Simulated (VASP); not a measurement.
Here is a VASP 6.6.1 calculation.

File INCAR:

```
ALGO = Normal
EDIFF = 1E-5
ENCUT = 350
GGA = PS
ISIF = 2
ISMEAR = 0
ISPIN = 2
ISYM = 0
LASPH = True
LCHARG = False
LDAU = True
LDAUJ = 0 0
LDAUL = 2 -1
LDAUPRINT = 1
LDAUTYPE = 2
LDAUU = 4 0
LMAXMIX = 4
LORBIT = 11
LREAL = Auto
LWAVE = False
MAGMOM = 2 0 0 0 0 0 0 0 0 0 0 0 0 0 0 0 0 0 0 0 0 0 0 0
NBANDS = 75
NELM = 120
NUPDOWN = 2
PREC = Accurate
SIGMA = 0.03
```

Contents of KPOINTS:

```
k-points
0
Gamma
  2 3 3
```

File POSCAR:

```
Si23W                                   
1.0
    0.0000000000      8.1555000000      8.1555000000
    5.4370000000      0.0000000000      5.4370000000
    5.4370000000      5.4370000000      0.0000000000
  W               Si            
     1    23
Direct
     0.9966438255827125    0.9996477211641478    0.0002376096677904
     0.9997744247819077    0.9977597975747274    0.5012047755319282
     0.9991184487950051    0.5013059671884338    0.9979999023196786
     0.9989738150117535    0.5009270482374770    0.5018918798165855
     0.3326225033589150    0.0025413087418262    0.9997324278758958
     0.3374129569144500    0.9993378502511242    0.4957577781268830
     0.3368514806718652    0.4978930060798669    0.9976758178213150
     0.3331818080102000    0.5008985421393943    0.4988515756986732
     0.6684518646928311    0.9990123639369027    0.9972179398286187
     0.6645964962409789    0.9997841742740172    0.5044755401890672
     0.6635010056189222    0.5070179502295380    0.9984808244134843
     0.6666581698332954    0.5000714525578626    0.4988589297515706
     0.0842799406416873    0.1278164381650687    0.1278598631261811
     0.0880728336790308    0.1266384211404942    0.6136958628468956
     0.0874792600740495    0.6128596016731072    0.1276968896290024
     0.0840038521914581    0.6242585915966570    0.6245754342470633
     0.4200822835743164    0.1233333823096657    0.1213123654876873
     0.4150821268166127    0.1265262867598459    0.6263448831433671
     0.4140734972112492    0.6292164095633810    0.1246554301344848
     0.4169616488784539    0.6249267229626271    0.6233796999309008
     0.7374715640844688    0.1338872544916418    0.1313940744461554
     0.7508379000109118    0.1257432496360379    0.6233873333493679
     0.7502323324859349    0.6251988246080120    0.1243951082756997
     0.7493499608389900    0.6251366347181566    0.6240190543417118
```

Potentials or basis: VASP PAW PBE potentials, release 64 (W_sv, Si).

Launch:

```bash
$ cat potpaw_PBE.64/W_sv/POTCAR potpaw_PBE.64/Si/POTCAR > POTCAR
$ mpirun -np 1 vasp_std > vasp.out
```

Predict the largest force.

0.234 eV/Å.

Estimate the pressure.

1.3 GPa.

Forces in eV/Å, atoms in the order of the input:
```
W    0.006 -0.008 -0.019
Si   0.010 -0.014  0.029
Si   0.001  0.037 -0.010
Si  -0.038 -0.016 -0.015
Si   0.002  0.013  0.002
Si  -0.009 -0.010  0.000
Si  -0.006  0.005 -0.024
Si  -0.014  0.014 -0.003
Si   0.036 -0.004 -0.005
Si  -0.010 -0.019 -0.001
Si  -0.018  0.011 -0.022
Si  -0.004  0.000  0.008
Si   0.107  0.104  0.120
Si  -0.125 -0.134  0.146
Si  -0.119  0.127 -0.122
Si  -0.003 -0.002  0.007
Si  -0.007  0.009  0.011
Si   0.000  0.012 -0.013
Si  -0.005 -0.005  0.023
Si   0.015  0.005  0.017
Si   0.132 -0.130 -0.127
Si   0.011  0.005 -0.015
Si   0.019 -0.004 -0.002
Si   0.021  0.004  0.012
```

Caveat: the PAW data sets were made with another functional, which shifts forces and pressure a little; the total moment is fixed, so each spin has its own Fermi level; the U is typed as a test and isn't derived for this compound. The state reached can hang on the start; a lower one may exist.
